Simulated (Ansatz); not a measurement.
# The stack of honeycomb GaAs under antimonene, upper layer turned by 180° between two gates, part 2 of 2

Wanted: Fermi level and gate voltage of the stack of honeycomb GaAs under antimonene, upper layer turned by 180° as it is charged.

Ansatz 0.2.0; plane-wave DFT, PBE-D3(BJ), Ansatz PAW.

So far. Step 8 (Gated layer, added electrons 11×10¹³ per cm²): Against the uncharged case this takes +5.05 V.

## 9. Gated layer, added electrons -2×10¹³ per cm²

Contents of input.yaml:

```yaml
crystal:
  lattice:
    - [4.029483955, 0.0, 0.0]
    - [-2.0147419775, 3.4896354692, 0.0]
    - [0.0, 0.0, 41.1195236201]
  atoms:
    - { symbol: As, position: [0.6666666667, 0.3333333333, 0.4280205229] }
    - { symbol: Ga, position: [0.3333333333, 0.6666666667, 0.4428685489] }
    - { symbol: Sb, position: [0.6666666667, 0.3333333333, 0.5314016602] }
    - { symbol: Sb, position: [0.0, 0.0, 0.5719794771] }
  periodic: [true, true, false]
  symmetry: { detect: true }
total_charge: 0.028122
kpoints:
  mp_grid: { grid: [72, 72, 1] }
  band_path:
    path: [[0, 0, 0], [0.5, 0, 0], [0.33333333, 0.33333333, 0], [0, 0, 0]]
    npoints: 16
hamiltonian:
  xc: pbe
  dispersion: d3bj
scf:
  occupations: { method: fermi_dirac, width: 0.02585 }
  convergence: { dr2_threshold: 1.0e-10 }
output:
  forces: true
  eigenvalues: true
  dos: { projected: true, e_range: [-3, 3], de: 0.01 }
  write_potential: true
  write_density: true
  volumetric_format: npy
  elf: true
external_charges:
  - { charge: 0, barrier: 10, axis: 3, height: 28.02, sigma: 0.25 }
  - { charge: -0.014061, axis: 3, height: 29.52, sigma: 0.5 }
  - { charge: 0, barrier: 10, axis: 3, height: 13.1, sigma: 0.25 }
  - { charge: -0.014061, axis: 3, height: 11.6, sigma: 0.5 }
```

Started as:

```
$ ansatz run input.yaml --threads 4 --pin off --max-ram 12288MiB --backend cpu --events-out ev --progress --plain --runs-dir out
```

Run time: 8.9 min. Hardware: 4 threads of Arm Neoverse V1, shared host; peak memory 5.7 GiB.

The density of states has structure finer than the step of the table below, so its rows give means over 0.1 eV, whole bins alone (the curve runs from -3 to 2 eV). Peaks (eV: height): -2.91: 4.12, -1.78: 8.67, -1.42: 7.40, -0.62: 7.20, -0.56: 9.79, -0.51: 11.3, 1.25: 5.33.

The density of states by energy, zero at the Fermi level; means over each step:

| energy (eV) | density of states (states/eV a cell) |
| --- | --- |
| -2.9 | 2.31 |
| -2.8 | 1.31 |
| -2.7 | 1.69 |
| -2.6 | 1.87 |
| -2.5 | 2.07 |
| -2.4 | 2.45 |
| -2.3 | 2.52 |
| -2.2 | 2.09 |
| -2.1 | 1.95 |
| -2.0 | 2.05 |
| -1.9 | 2.75 |
| -1.8 | 7.35 |
| -1.7 | 5.53 |
| -1.6 | 4.96 |
| -1.5 | 4.70 |
| -1.4 | 5.44 |
| -1.3 | 2.29 |
| -1.2 | 1.45 |
| -1.1 | 1.32 |
| -1.0 | 1.22 |
| -0.9 | 1.28 |
| -0.8 | 2.75 |
| -0.7 | 4.30 |
| -0.6 | 6.36 |
| -0.5 | 7.81 |
| -0.4 | 2.02 |
| -0.3 | 1.46 |
| -0.2 | 0.714 |
| -0.1 | 0.328 |
| 0.0 | 0.307 |
| 0.1 | 0.115 |
| 0.2 | 0 |
| 0.3 | 0 |
| 0.4 | 0 |
| 0.5 | 0 |
| 0.6 | 0 |
| 0.7 | 0 |
| 0.8 | 0.283 |
| 0.9 | 0.516 |
| 1.0 | 0.605 |
| 1.1 | 1.09 |
| 1.2 | 3.59 |
| 1.3 | 3.31 |
| 1.4 | 2.15 |
| 1.5 | 1.69 |
| 1.6 | 1.39 |
| 1.7 | 1.48 |
| 1.8 | 2.09 |
| 1.9 | 2.14 |

Against the uncharged case this takes -1.33 V.

## 10. Gated layer, added electrons -6×10¹³ per cm²

Changes to input.yaml since step 9:

```diff
@@ -12,3 +12,3 @@
   symmetry: { detect: true }
-total_charge: 0.028122
+total_charge: 0.084368
 kpoints:
@@ -34,4 +34,4 @@
   - { charge: 0, barrier: 10, axis: 3, height: 28.02, sigma: 0.25 }
-  - { charge: -0.014061, axis: 3, height: 29.52, sigma: 0.5 }
+  - { charge: -0.042184, axis: 3, height: 29.52, sigma: 0.5 }
   - { charge: 0, barrier: 10, axis: 3, height: 13.1, sigma: 0.25 }
-  - { charge: -0.014061, axis: 3, height: 11.6, sigma: 0.5 }
+  - { charge: -0.042184, axis: 3, height: 11.6, sigma: 0.5 }
```

It took 11 min on 4 threads; peak memory 5.7 GiB.

Against the uncharged case this takes -3.20 V.

## 11. The series together

This step: plane-wave DFT, PBE-D3(BJ), Ansatz PAW; charging by gates (Ansatz 0.2.0).

The potential behind each gate is read from every run and counted from the uncharged case.

Voltage on the gate against the layer's Fermi level, from the uncharged case, mean of the two gates. Gate voltage against added electrons:

| added electrons (10¹³ per cm²) | gate voltage (V) |
| --- | --- |
| -6.00 | -3.20 |
| -2.00 | -1.33 |
| 0.00 | 0 |
| 1.00 | 0.748 |
| 2.00 | 1.20 |
| 4.00 | 2.08 |
| 7.00 | 3.37 |
| 11.00 | 5.05 |

Charge step over voltage step between neighbouring densities. Table of total capacitance by added electrons:

| added electrons (10¹³ per cm²) | total capacitance (µF/cm²) |
| --- | --- |
| -4.00 | 3.43 |
| -1.00 | 2.41 |
| 0.50 | 2.14 |
| 1.50 | 3.55 |
| 3.00 | 3.64 |
| 5.50 | 3.71 |
| 9.00 | 3.82 |

By hand: 10¹³ electrons per cm² are 0.001 e/Å², which by Gauss's law end a field of 0.181 V/Å. At 11×10¹³ electrons per cm², shared by two gates, the field towards a gate is 0.995 V/Å, which over the 6 Å from the outer atoms would drop 5.97 V; the run needs 5.05 V.

## 12. Varying the input: basis.xc_grid = 2 and scf.eigensolver.kind = "davidson"

This step: plane-wave DFT, PBE-D3(BJ), Ansatz PAW (Ansatz 0.2.0).

A run with a changed input: it repeats the earlier run at 1 × 10¹³ added electrons per cm² with basis.xc_grid to 2 and scf.eigensolver.kind to davidson.

input.yaml, the sections that differ from step 10:

```yaml
total_charge: -0.014062
scf:
  occupations: { method: fermi_dirac, width: 0.02585 }
  convergence: { dr2_threshold: 1.0e-10 }
  eigensolver: { kind: davidson }
output:
  forces: true
  eigenvalues: true
  write_potential: true
  write_density: true
  volumetric_format: npy
external_charges:
  - { charge: 0, barrier: 10, axis: 3, height: 28.02, sigma: 0.25 }
  - { charge: 0.007031, axis: 3, height: 29.52, sigma: 0.5 }
  - { charge: 0, barrier: 10, axis: 3, height: 13.1, sigma: 0.25 }
  - { charge: 0.007031, axis: 3, height: 11.6, sigma: 0.5 }
basis:
  xc_grid: 2
# crystal, kpoints, hamiltonian: as in step 10
```

The job ended after 8.8 min (4 threads; peak memory 4 GiB).

Numbers from this step:

- energy at zero smearing: -21608.8461 eV
- potential beyond the upper barrier and gate, less the barrier, from the Fermi level: 3.524 eV

Electronic bands along the path, in eV, zero at the Fermi level:

| point | band 26 | band 27 | band 28 | band 29 | band 30 | band 31 | band 32 | band 33 |
| --- | --- | --- | --- | --- | --- | --- | --- | --- |
| Γ | -1.20 | -1.20 | -0.62 | -0.62 | 0.09 | 1.08 | 2.13 | 2.13 |
| halfway | -2.68 | -2.03 | -1.65 | -1.32 | 0.48 | 1.47 | 2.51 | 2.78 |
| M | -2.62 | -2.61 | -2.29 | -1.56 | 0.34 | 0.99 | 1.31 | 1.92 |
| halfway | -3.61 | -3.03 | -2.54 | -1.31 | 0.34 | 1.39 | 2.25 | 2.33 |
| K | -4.25 | -2.84 | -2.75 | -1.10 | -0.02 | 1.12 | 2.49 | 2.74 |
| halfway | -2.68 | -2.63 | -2.50 | -1.27 | 1.17 | 1.75 | 2.29 | 3.07 |
| Γ | -1.20 | -1.20 | -0.62 | -0.62 | 0.09 | 1.08 | 2.13 | 2.13 |

| quantity | this run | earlier run | difference |
| --- | --- | --- | --- |
| potential beyond the upper barrier and gate, less the barrier, from the Fermi level (eV) | 3.524 | 3.524 | 0 |

Nothing in the table moves by 0.01 in its unit.

## 13. Varying the input

An input spoilt on purpose, to show how the run answers: it repeats the earlier run at 1 × 10¹³ added electrons per cm² with scf.occupations from method: fermi_dirac, width: 0.02585 removed, and scf.max_iter set to 60.

Changes to input.yaml since step 12:

```diff
@@ -22,5 +22,4 @@
 scf:
-  occupations: { method: fermi_dirac, width: 0.02585 }
   convergence: { dr2_threshold: 1.0e-10 }
-  eigensolver: { kind: davidson }
+  max_iter: 60
 output:
@@ -36,3 +35 @@
   - { charge: 0.007031, axis: 3, height: 11.6, sigma: 0.5 }
-basis:
-  xc_grid: 2
```

Wall time 0.03 s (4 threads); peak memory 0.023 GiB.

The input was rejected at the start.

The program's message: “Error: YAML parse error: `scf.occupations.method` is required: fixed only where the cell keeps a band gap throughout the run, explicit beside scf.occupations.values (under evaluate: without them), els …”

The fault put into the input: no occupation method.

## 14. Outcome

* gap with uncharged gates: 0.611 eV
* gate voltage at 6×10¹³ holes per cm²: -3.20 V
* gate voltage at 11×10¹³ electrons per cm²: +5.05 V
* total capacitance near 9×10¹³ electrons per cm²: 3.82 µF/cm²

In words: Putting 11×10¹³ electrons per cm² on the layer takes +5.05 V on the gates; how far the Fermi level moves against the bands is taken for single layers without spin and with an even electron count alone. Between the first holes and the first electrons the voltage runs over 2.08 V: the drop across the plates for that charge, plus the way of the Fermi level through the region of the 0.61 eV gap. The zero of the voltage lies where the smearing puts the uncharged Fermi level. Plates 6 Å apart on both sides would give 2.95 µF/cm² in vacuum; the computed total runs from 2.1 to 3.82 µF/cm². A value over that of the plates means that the screening charge has its centre outside the outer atoms; a low density of states works the other way. Few carriers sample few k-points, so the slopes at the lowest densities depend on the mesh and on the temperature. The gates are charged sheets behind model barriers, not atoms. Spin-orbit coupling is left out, which matters for the bands of elements this heavy.

[Logs are printed without paths, hosts, clocks, repeated set-up lines and the standing remarks that a program may print on its own settings, such as how far it seeks lower states.]

[Hosts, paths, dates, database ids (printed as entryN), source tags and the programs' standing remarks are cut or masked in the printed files.]

[Maps of the electrostatic potential energy from Ansatz leave out the sawtooth potential of an applied field or a dipole correction, so their vacuum need not be flat; planar profiles and work functions include it.]
